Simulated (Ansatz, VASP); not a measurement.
**One calculation of MgB2, two programs**

File INCAR:

```
SYSTEM = MgB2
  PREC = Accurate
  ENCUT = 520
  EDIFF = 1E-7
  ISMEAR = 0
  SIGMA = 0.1
  LREAL = .False.
  LASPH = .True.
  NELM = 80
  ALGO = Normal
  ISIF = 2
  LWAVE = .False.
  LCHARG = .True.
  GGA = PS
  LELF = .True.
  LVHAR = .True.
  NBANDS = 11
```

The input KPOINTS:

```
regular mesh
0
Gamma
  15 15 12
  0 0 0
```

Contents of POSCAR:

```
MgB2
1.0
    3.0596728497      0.0000000000      0.0000000000
   -1.5298364249      2.6497544151      0.0000000000
    0.0000000000      0.0000000000      3.4412311700
Mg B
1 2
Direct
    0.0000000000      0.0000000000      0.0000000000
    0.3333333333      0.6666666667      0.5000000000
    0.6666666667      0.3333333333      0.5000000000
```

Input for Ansatz:

```yaml
crystal:
  lattice:
    - [3.0596728497, 0.0, 0.0]
    - [-1.5298364249, 2.6497544151, 0.0]
    - [0.0, 0.0, 3.44123117]
  atoms:
    - { symbol: Mg, position: [0.0, 0.0, 0.0] }
    - { symbol: B, position: [0.3333333333, 0.6666666667, 0.5] }
    - { symbol: B, position: [0.6666666667, 0.3333333333, 0.5] }
basis:
  ecutwfc: 420
kpoints:
  mp_grid: { grid: [15, 15, 12] }
hamiltonian:
  xc: pbesol
scf:
  occupations: { method: gaussian, width: 0.1 }
output:
  forces: true
  stress: true
  eigenvalues: true
```

Alike in both runs: task single point; functional PBEsol; k mesh 15 × 15 × 12; occupations gaussian, width 0.1 eV; no spin polarisation.

```csv
,VASP,Ansatz
version,VASP 6.6.1,Ansatz 0.2.0
potentials or method,"VASP PAW PBE potentials, release 64 (Mg, B)","scalar-relativistic, plane waves, PAW"
plane-wave cutoff (eV),520,420
valence electrons in the cell,8,16
```

Ansatz gave:

| Property | Result |
| --- | --- |
| gap on the k mesh at the Fermi level (eV) | none |
| pressure (GPa) | 2.4 |
| largest component of the traceless stress (GPa) | 2.09 |

Problem. What did VASP give for the same quantities?

Solution. gap on the k mesh at the Fermi level (eV): none; pressure (GPa): 2.5; largest component of the traceless stress (GPa): 1.96.

A gap of «none» marks a metal or a gap that the smearing closes. With one functional, cell and mesh, what is left measures potentials, basis and numerics. The two sets of potentials don't hold the same shells in valence.

Caveats: the PAW data sets were made with another functional, which shifts forces and pressure a little (VASP).
